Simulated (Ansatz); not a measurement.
Wanted: the native input for an Ansatz 0.2.0 run.

```
Task                : projected density of states
Functional          : PBEsol
Potentials or basis : Ansatz PAW
Cutoff              : 420 eV (not typed: the program's choice for these potentials)
k mesh              : 11 × 11 × 11
Occupations         : fermi-dirac, width 0.05 eV
Spin                : collinear spin, ferromagnetic start
Starting moments    : [1.0, 0.0] μB
Hubbard terms       : Ni d U = 4 eV
Hubbard projectors  : ortho-atomic (the default)
Double counting     : fll (the default)
```

NiO:

```xyz
2
Lattice="0.0000 2.0859 2.0859 2.0859 0.0000 2.0859 2.0859 2.0859 0.0000" Properties=species:S:1:pos:R:3 pbc="T T T"
Ni    0.0000    0.0000    0.0000
O     2.0859    2.0859    2.0859
```

One way to write it, as run:

input.yaml

```yaml
crystal:
  lattice:
    - [0.0, 2.0859016414, 2.0859016414]
    - [2.0859016414, 0.0, 2.0859016414]
    - [2.0859016414, 2.0859016414, 0.0]
  atoms:
    - { symbol: Ni, position: [0.0, 0.0, 0.0], spin: 1.0 }
    - { symbol: O, position: [0.5, 0.5, 0.5] }
hamiltonian:
  xc: pbesol
  pseudopotentials: { kind: paw }
  hubbard: { sites: [{ species: Ni, l: d, u_eff: 4.0 }] }
magnetization:
  spin_polarized: true
kpoints:
  mp_grid: { grid: [11, 11, 11] }
scf:
  occupations: { method: fermi_dirac, width: 0.05 }
  n_extra_bands: 6
output:
  forces: true
  stress: true
  eigenvalues: true
  dos: { projected: true, de: 0.05, nscf_kmesh: { grid: [17, 17, 17] } }
```

Potentials or basis: Ansatz PAW.

Launch:

```bash
$ ansatz run input.yaml --threads 2 --pin off --max-ram 5632MiB --backend cpu --events-out ev --progress --plain --runs-dir out
```

It gave:

```yaml
Pressure: 2.2 GPa
Band_gap_on_the_k_mesh: 1.03 eV, indirect (least direct gap 1.83 eV)
Net_moment: 2.00 μB per cell
Absolute_moment: 2.01 μB per cell
Site_moments: Ni +1.66; O +0.27 μB
```

Caveat: the magnetic or orbital state may not be the lowest; odd divisions of the mesh miss points on the zone boundary, where band edges often lie, so the gap on the mesh can be too wide; the pressure holds a Pulay correction of +0.8 GPa for the finite cutoff; a cell with one magnetic atom can't hold antiferromagnetic order, which such compounds often take; the PAW data sets come from PBE, with cores solved anew for the run's functional, which leaves a small shift of forces and pressure.

Run time: 6.1 s on 2 threads of Intel(R) Xeon(R) Platinum 8259CL CPU @ 2.50GHz (Skylake/Cascade Lake), on a shared host, peak memory 0.39 GiB.
